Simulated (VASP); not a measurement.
# How uniaxial stress along [111] changes GaP (F-43m)

Strain engineering needs slopes: what does uniaxial stress along [111] do to the lattice and the band edges of GaP?

Main program and level: VASP 6.6.1; LDA; plane waves and PAW (Ga_d, P), in the first sound run; inputs show where later runs differ.

### Step 1. The starting structure

Symmetry: F-43m, No. 216, cubic system. The conventional cell has a = 5.451 Å, b = 5.451 Å, c = 5.451 Å, α = 90.00°, β = 90.00°, γ = 90.00°. Nearest to Ga lie 4 P at 2.36 Å. Nearest to P lie 4 Ga at 2.36 Å. Farther neighbours are not listed.

### Step 2. Relax the crystal, LDA

The series starts from the cell that this level prefers, so that zero strain is near zero stress.

This step took 2 runs in a row; the last is shown.

Level: LDA; plane waves and PAW (Ga_d, P).

Contents of INCAR:

```
SYSTEM = GaP
PREC = Accurate
ENCUT = 450
EDIFF = 1E-07
NELM = 120
ISMEAR = 0
SIGMA = 0.02
LREAL = .FALSE.
ALGO = Normal
GGA = CA
NBANDS = 15
LASPH = .TRUE.
LORBIT = 11
LWAVE = .FALSE.
LCHARG = .FALSE.
KPAR = 12
IBRION = 2
NSW = 40
ISIF = 3
EDIFFG = -0.005
POTIM = 0.4
```

Contents of POSCAR:

```
GaP
1.0
    0.0000000000      2.6961434037      2.6961434037
    2.6961434037      0.0000000000      2.6961434037
    2.6961434037      2.6961434037      0.0000000000
Ga P
1 1
Direct
    0.0000000000      0.0000000000      0.0000000000
    0.2500000000      0.2500000000      0.2500000000
```

Contents of KPOINTS:

```
Automatic mesh
0
Gamma
10 10 10
0 0 0
```

Potentials, in the order of the species: Ga_d and P (LDA family, release 64).

The run is started by

```sh
> mpirun -np 12 vasp_std
```

The program printed:

```text
[banner, memory and clock lines left out]
running   12 mpi-ranks, on    1 nodes
[...]
|                                                                             |
|           W    W    AA    RRRRR   N    N  II  N    N   GGGG   !!!           |
|           W    W   A  A   R    R  NN   N  II  NN   N  G    G  !!!           |
|           W    W  A    A  R    R  N N  N  II  N N  N  G       !!!           |
|           W WW W  AAAAAA  RRRRR   N  N N  II  N  N N  G  GGG   !            |
|           WW  WW  A    A  R   R   N   NN  II  N   NN  G    G                |
|           W    W  A    A  R    R  N    N  II  N    N   GGGG   !!!           |
|                                                                             |
|     For optimal performance we recommend to set                             |
|       NCORE = 2 up to number-of-cores-per-socket                            |
|     NCORE specifies how many cores store one orbital (NPAR=cpu/NCORE).      |
|     This setting can greatly improve the performance of VASP for DFT.       |
[...]
|     Unfortunately you need to use the default for GW and RPA                |
|     calculations (for HF NCORE is supported but not extensively tested      |
|     yet).                                                                   |
|                                                                             |

 LDA part: xc-table for (Slater(with rela. corr.)+CA(PZ))
 , standard interpolation
 POSCAR, INCAR and KPOINTS ok, starting setup
[...]
entering main loop
       N       E                     dE             d eps       ncg     rms          rms(c)
DAV:   1     0.786215806443E+02    0.78622E+02   -0.84974E+03  1418   0.160E+03
DAV:   2    -0.460074842235E+01   -0.83222E+02   -0.79840E+02  1592   0.311E+02
DAV:   3    -0.106835581124E+02   -0.60828E+01   -0.60583E+01  1809   0.682E+01
DAV:   4    -0.107835864633E+02   -0.10003E+00   -0.10000E+00  1678   0.948E+00
[...]
DAV:  11    -0.104526466005E+02   -0.60949E-05   -0.89448E-06  1772   0.444E-02    0.752E-03
DAV:  12    -0.104526463943E+02    0.20619E-06   -0.51934E-07  1747   0.794E-03    0.506E-03
DAV:  13    -0.104526463695E+02    0.24794E-07   -0.21151E-07  1633   0.470E-03
   1 F= -.10452646E+02 E0= -.10452646E+02  d E =-.104526E+02
[...]
reached required accuracy - stopping structural energy minimisation
```

Wall time 2.2 s (12 MPI ranks of Intel Xeon 6975P-C (Granite Rapids), shared host); peak memory 1.8 GiB; 20 s of CPU time.

Lines that name or quote the potential files are left out of all logs, and their timing lines are given in words.

From OUTCAR (step 2):

```text
  Total       -0.0013630     -0.0013630     -0.0013630      0.0000000      0.0000000      0.0000000
  in kB       -0.0557117     -0.0557117     -0.0557117      0.0000000      0.0000000      0.0000000
  external PRESSURE =      -0.0557117 kB  Pullay stress =       0.0000000 kB

 POSITION                                       TOTAL-FORCE (eV/Angst)
 -----------------------------------------------------------------------------------
      0.00000      0.00000      0.00000        -0.000000     -0.000000     -0.000000
      1.34807      1.34807      1.34807         0.000000      0.000000      0.000000
 -----------------------------------------------------------------------------------
    total drift:                                0.000000      0.000000      0.000000

  FREE ENERGIE OF THE ION-ELECTRON SYSTEM (eV)
  ---------------------------------------------------
  free  energy   TOTEN  =       -10.4526463695 eV

  energy  without entropy=      -10.4526463695  energy(sigma->0) =      -10.45264637

 reached required accuracy - stopping structural energy minimisation

[... 3 further parts left out ...]
[key lines of the parts left out:]
E-fermi :   4.9467
```

Numbers from this step:

* energy(sigma→0) of the program: -10.4526 eV
* stress, compression positive: -0.01 along [111], -0.01 across it (mean), GPa
* volume: 39.198 Å³
* ionic steps: 1

### Step 3. Strain across the axis, LDA

One member in full: the axis is strained by -2 %, and the two directions across it are strained alike until their mean stress is under 0.012 GPa or five steps are spent.

This step took 3 runs, each at a new trial strain with the atoms of the one before; the last is shown.

Level: LDA; plane waves and PAW (Ga_d, P); cell typed or built by script.

INCAR: that of step 2 with these lines changed.

```diff
@@ -15,7 +15,7 @@
 LCHARG = .FALSE.
-KPAR = 12
-IBRION = 2
-NSW = 40
-ISIF = 3
-EDIFFG = -0.005
-POTIM = 0.4
+KPAR = 3
+IBRION = 1
+NSW = 25
+ISIF = 2
+EDIFFG = -0.004
+POTIM = 0.3
```

Contents of POSCAR:

```
GaP
1.0
   -0.0429028730      2.6636719720      2.6636719720
    2.6636719720     -0.0429028730      2.6636719720
    2.6636719720      2.6636719720     -0.0429028730
Ga P
1 1
Direct
    0.9987631877      0.9987631877      0.9987631877
    0.2512368123      0.2512368123      0.2512368123
```

KPOINTS is that of step 2.

The run is started by

```sh
> mpirun -np 3 vasp_std
```

The program printed:

```text
[banner, memory and clock lines left out]
running    3 mpi-ranks, on    1 nodes
[...]
LDA part: xc-table for (Slater(with rela. corr.)+CA(PZ))
 , standard interpolation
 POSCAR, INCAR and KPOINTS ok, starting setup
[...]
entering main loop
       N       E                     dE             d eps       ncg     rms          rms(c)
DAV:   1     0.746919831937E+02    0.74692E+02   -0.85263E+03  3624   0.162E+03
DAV:   2    -0.509914073706E+01   -0.79791E+02   -0.76237E+02  3921   0.297E+02
DAV:   3    -0.106931463610E+02   -0.55940E+01   -0.55699E+01  4362   0.653E+01
DAV:   4    -0.107823574633E+02   -0.89211E-01   -0.89182E-01  4235   0.897E+00
[...]
DAV:  11    -0.104440072148E+02   -0.60159E-05   -0.93953E-06  4493   0.439E-02    0.801E-03
DAV:  12    -0.104440069786E+02    0.23619E-06   -0.66540E-07  4296   0.879E-03    0.460E-03
DAV:  13    -0.104440069785E+02    0.47748E-10   -0.13489E-07  3286   0.348E-03
   1 F= -.10444007E+02 E0= -.10444007E+02  d E =-.104440E+02
 BRION: g(F)=  0.366E-07 g(S)=  0.000E+00
 reached required accuracy - stopping structural energy minimisation
```

It took 9 s on 3 MPI ranks; peak memory 0.5 GiB.

From OUTCAR (step 3):

```text
  Total        0.2773790      0.2773790      0.2773790      0.2750620      0.2750620      0.2750620
  in kB       11.4800816     11.4800816     11.4800816     11.3841884     11.3841884     11.3841884
  external PRESSURE =      11.4800816 kB  Pullay stress =       0.0000000 kB

 POSITION                                       TOTAL-FORCE (eV/Angst)
 -----------------------------------------------------------------------------------
      5.27791      5.27791      5.27791        -0.000459     -0.000459     -0.000459
      1.32765      1.32765      1.32765         0.000459      0.000459      0.000459
 -----------------------------------------------------------------------------------
    total drift:                               -0.000156     -0.000156     -0.000156

  FREE ENERGIE OF THE ION-ELECTRON SYSTEM (eV)
  ---------------------------------------------------
  free  energy   TOTEN  =       -10.4440069785 eV

  energy  without entropy=      -10.4440069785  energy(sigma->0) =      -10.44400698

[... 1 part as in an earlier step ...]

[... 3 further parts left out ...]
[key lines of the parts left out:]
E-fermi :   5.2034
```

Numbers from this step:

| Quantity | Value |
| --- | --- |
| energy(sigma→0) of the program | -10.4440 eV |
| stress, compression positive | 3.42 along [111], 0.01 across it (mean), GPa |
| ionic steps | 1 |

### Step 4. Band edges, TB-mBJ with spin-orbit coupling

Short lines in KPOINTS_OPT sample the zone centre along and across the axis, for masses, and the other valleys.

Level: TB-mBJ, spin-orbit coupling; plane waves and PAW (Ga_d, P); cell typed or built by script.

TB-mBJ has no energy functional, so the total energy, stress and pressure in this output mean nothing.

Contents of INCAR:

```
SYSTEM = GaP
PREC = Accurate
ENCUT = 450
EDIFF = 1E-06
NELM = 150
ISMEAR = 0
SIGMA = 0.02
LREAL = .FALSE.
ALGO = Normal
METAGGA = MBJ
LASPH = .TRUE.
LNONCOLLINEAR = .TRUE.
MAGMOM = 0 0 0 0 0 0
NBANDS = 28
GGA_COMPAT = .FALSE.
LSORBIT = .TRUE.
LWAVE = .FALSE.
LCHARG = .FALSE.
KPAR = 3
```

POSCAR is that of step 3.

Contents of KPOINTS:

```
Automatic mesh
0
Gamma
8 8 8
0 0 0
```

Contents of KPOINTS_OPT:

```
Line mode
6
Line-mode
Reciprocal
  0.00000000   0.00000000   0.00000000
  0.02427888   0.02427888   0.02427888

  0.00000000   0.00000000   0.00000000
 -0.01522983   0.01522983   0.00000000

  0.31000000   0.31000000   0.00000000
  0.50000000   0.50000000   0.00000000

  0.00000000   0.31000000   0.31000000
  0.00000000   0.50000000   0.50000000

  0.45000000   0.45000000   0.45000000
  0.50000000   0.50000000   0.50000000

  0.45000000   0.00000000   0.00000000
  0.50000000   0.00000000   0.00000000

  0.42500000   0.42500000   0.00000000
  0.42465859   0.44619683   0.02119683

  0.50000000   0.50000000   0.50000000
  0.48477017   0.51522983   0.50000000
```

The run is started by

```sh
> mpirun -np 3 vasp_ncl
```

The program printed:

```text
[banner, memory and clock lines left out]
running    3 mpi-ranks, on    1 nodes
[...]
|                                                                             |
|               ----> ADVICE to this user running VASP <----                  |
|                                                                             |
|     You enforced a specific xc type in the INCAR file but a different       |
|     [... a line on the potential file left out ...]
|     I HOPE YOU KNOW WHAT YOU ARE DOING!                                     |
|                                                                             |

 LDA part: xc-table for (None), standard interpolation
 POSCAR, INCAR and KPOINTS ok, starting setup
[...]
entering main loop
       N       E                     dE             d eps       ncg     rms          rms(c)
DAV:   1     0.942583498183E+02    0.94258E+02   -0.78281E+03  7168   0.174E+03
DAV:   2    -0.161901529214E+02   -0.11045E+03   -0.10488E+03  7196   0.397E+02
DAV:   3    -0.293959226663E+02   -0.13206E+02   -0.13012E+02  7980   0.109E+02
DAV:   4    -0.297867853272E+02   -0.39086E+00   -0.38976E+00  8188   0.195E+01
[...]
DAV:  34    -0.282092150525E+02    0.31893E-05   -0.19015E-11  3516   0.402E-05    0.161E-05
DAV:  35    -0.282092120443E+02    0.30081E-05   -0.10634E-11  3500   0.332E-05    0.153E-06
DAV:  36    -0.282092114069E+02    0.63739E-06   -0.44520E-12  3516   0.221E-05
   1 F= -.28209211E+02 E0= -.28209211E+02  d E =-.100773E-33  mag=    -0.0000     0.0000    -0.0000
 Start KPOINTS_OPT (optional k-point list driver)
k-point batch [1-48\48]
       N       E                     dE             ncg
DAV:   1     0.204205247568E+04   -0.17012E+05     2876
DAV:   2    -0.344725885984E+04   -0.54893E+04     2804
DAV:   3    -0.415744542030E+04   -0.71019E+03     3288
DAV:   4    -0.417942867078E+04   -0.21983E+02     3160
DAV:   5    -0.417991913607E+04   -0.49047E+00     3436
DAV:   6    -0.417994178751E+04   -0.22651E-01     3952
DAV:   7    -0.417994223698E+04   -0.44947E-03     3480
DAV:   8    -0.417994224117E+04   -0.41896E-05     2580
DAV:   9    -0.417994224149E+04   -0.32025E-06     2224
```

Wall time 3 min (3 MPI ranks); peak memory 1.3 GiB.

OUTCAR, selected parts (step 4):

```text
  LATTYP: Found a trigonal (rhomboedric) cell.
 ALAT       =     3.7672453338
 COS(alpha) =     0.4838305759

 Subroutine GETGRP returns: Found  6 space group operations
 (whereof  6 operations were pure point group operations)

The static configuration has the point symmetry C_3v.

 Found    120 irreducible k-points:

   k-points           NKPTS =    120   k-points in BZ     NKDIM =    120   number of bands    NBANDS=     28

   dimension x,y,z NGX =    28 NGY =   28 NGZ =   28
   dimension x,y,z NGXF=    56 NGYF=   56 NGZF=   56

   ENCUT  =  450.0 eV  33.07 Ry    5.75 a.u.   6.52  6.52  6.52*2*pi/ulx,y,z

   NELECT =      18.0000    total number of electrons

 E-fermi :   5.3791

 k-point     1 :       0.0000    0.0000    0.0000
  band No.  band energies     occupation
    ...
     14       4.9703      1.00000
     15       5.0287      1.00000
     16       5.0287      1.00000
     17       5.2147      1.00000
     18       5.2147      1.00000
     19       8.3419      0.00000
     20       8.3419      0.00000
     21       9.5071      0.00000
     22       9.5071      0.00000
     23       9.6326      0.00000
    ...

 k-point     2 :       0.1250    0.0000    0.0000
  band No.  band energies     occupation
    ...
     14       3.5926      1.00000
     15       4.7900      1.00000
     16       4.7913      1.00000
     17       4.9707      1.00000
     18       4.9736      1.00000
     19       8.7505      0.00000
     20       8.7544      0.00000
     21       9.9081      0.00000
     22       9.9204      0.00000
     23      10.1171      0.00000
    ...

  Total      -93.2866905    -93.2866905    -93.2866905      0.3140575      0.3140575      0.3140575
  in kB    -3860.9228801  -3860.9228801  -3860.9228801     12.9981204     12.9981204     12.9981204
  external PRESSURE =   -3860.9228801 kB  Pullay stress =       0.0000000 kB

 POSITION                                       TOTAL-FORCE (eV/Angst)
 -----------------------------------------------------------------------------------
      5.27791      5.27791      5.27791         0.190241      0.190241      0.190241
      1.32765      1.32765      1.32765        -0.190241     -0.190241     -0.190241
 -----------------------------------------------------------------------------------
    total drift:                                0.168604      0.168604      0.168604

  FREE ENERGIE OF THE ION-ELECTRON SYSTEM (eV)
  ---------------------------------------------------
  free  energy   TOTEN  =       -28.2092114069 eV

  energy  without entropy=      -28.2092114069  energy(sigma->0) =      -28.20921141

 Spin-Orbit-Coupling matrix elements
 Ion:    1  E_soc:     -0.0113333
 Ion:    2  E_soc:     -0.0009373

[... 1 part as in an earlier step ...]

[... 7 further parts left out ...]
```

### Step 5. Band edges, r2SCAN with spin-orbit coupling

Short lines in KPOINTS_OPT sample the zone centre along and across the axis, for masses, and the other valleys.

Level: r2SCAN, spin-orbit coupling; plane waves and PAW (Ga_d, P); cell typed or built by script.

INCAR: that of step 4 with these lines changed.

```diff
@@ -4,3 +4,3 @@
 EDIFF = 1E-06
-NELM = 150
+NELM = 100
 ISMEAR = 0
@@ -9,3 +9,3 @@
 ALGO = Normal
-METAGGA = MBJ
+METAGGA = R2SCAN
 LASPH = .TRUE.
```

POSCAR is that of step 4.

KPOINTS is that of step 4.

KPOINTS_OPT is that of step 4.

The run is started by

```sh
> mpirun -np 3 vasp_ncl
```

The program printed:

```text
[banner, memory and clock lines left out]
running    3 mpi-ranks, on    1 nodes
[...]
[... a notice as in an earlier step ...]

 LDA part: xc-table for (None), standard interpolation
 POSCAR, INCAR and KPOINTS ok, starting setup
[...]
entering main loop
       N       E                     dE             d eps       ncg     rms          rms(c)
DAV:   1    -0.504905337061E+02   -0.50491E+02   -0.81387E+03  7152   0.182E+03
DAV:   2    -0.167339097673E+03   -0.11685E+03   -0.11113E+03  7212   0.426E+02
DAV:   3    -0.181856158584E+03   -0.14517E+02   -0.14311E+02  8052   0.116E+02
DAV:   4    -0.182312603854E+03   -0.45645E+00   -0.45504E+00  8088   0.217E+01
[...]
DAV:  11    -0.180069125237E+03    0.20117E-04   -0.13061E-05  9420   0.377E-02    0.196E-02
DAV:  12    -0.180069126458E+03   -0.12214E-05   -0.16082E-05  7216   0.434E-02    0.535E-03
DAV:  13    -0.180069127452E+03   -0.99399E-06   -0.98043E-07  5980   0.181E-02
   1 F= -.18006913E+03 E0= -.18006913E+03  d E =-.122348E-32  mag=     0.0000     0.0000    -0.0000
 Start KPOINTS_OPT (optional k-point list driver)
k-point batch [1-48\48]
       N       E                     dE             ncg
DAV:   1     0.182573767376E+04   -0.17228E+05     2888
DAV:   2    -0.378619895790E+04   -0.56119E+04     2808
DAV:   3    -0.452365341988E+04   -0.73745E+03     3288
DAV:   4    -0.454777469235E+04   -0.24121E+02     3180
DAV:   5    -0.454840941568E+04   -0.63472E+00     3552
DAV:   6    -0.454843890387E+04   -0.29488E-01     3872
DAV:   7    -0.454843918980E+04   -0.28593E-03     3628
DAV:   8    -0.454843919536E+04   -0.55610E-05     2824
DAV:   9    -0.454843919573E+04   -0.36747E-06     2272
```

The job ended after 4.4 min (3 MPI ranks; peak memory 1.3 GiB; 13 min of CPU time).

OUTCAR, selected parts (step 5):

```text
  Total        0.9754905      0.9754905      0.9754905      0.2989513      0.2989513      0.2989513
  in kB       40.3733236     40.3733236     40.3733236     12.3729090     12.3729090     12.3729090
  external PRESSURE =      40.3733236 kB  Pullay stress =       0.0000000 kB

 POSITION                                       TOTAL-FORCE (eV/Angst)
 -----------------------------------------------------------------------------------
      5.27791      5.27791      5.27791        -0.001480     -0.001480     -0.001480
      1.32765      1.32765      1.32765         0.001480      0.001480      0.001480
 -----------------------------------------------------------------------------------
    total drift:                                0.002053      0.002053      0.002053

  FREE ENERGIE OF THE ION-ELECTRON SYSTEM (eV)
  ---------------------------------------------------
  free  energy   TOTEN  =      -180.0691274524 eV

  energy  without entropy=     -180.0691274524  energy(sigma->0) =     -180.06912745

[... 2 parts as in an earlier step ...]

[... 1 further part left out ...]
[key lines of the parts left out:]
E-fermi :   5.3171
```

Read from the output:

| Quantity | Value |
| --- | --- |
| energy(sigma→0) of the program | -180.0691 eV |
| stress, compression positive | 6.51 along [111], 2.80 across it (mean), GPa |

The run ends at a pressure of 4.04 GPa, with forces up to 0.0026 eV/Å.

(Part 1 of 2 ends here.)

[Lines on the potential files, build, host, timing and source positions are cut from VASP's logs without a mark.]

[Logs are printed without paths, hosts, clocks, repeated set-up lines and the standing remarks that a program may print on its own settings, such as how far it seeks lower states.]

[Hosts, paths, dates, database ids (printed as entryN), source tags and the programs' standing remarks are cut or masked in the printed files.]

[In band tables of VASP the shares of atoms and orbitals are scaled to a sum of 1 inside the atoms' spheres.]
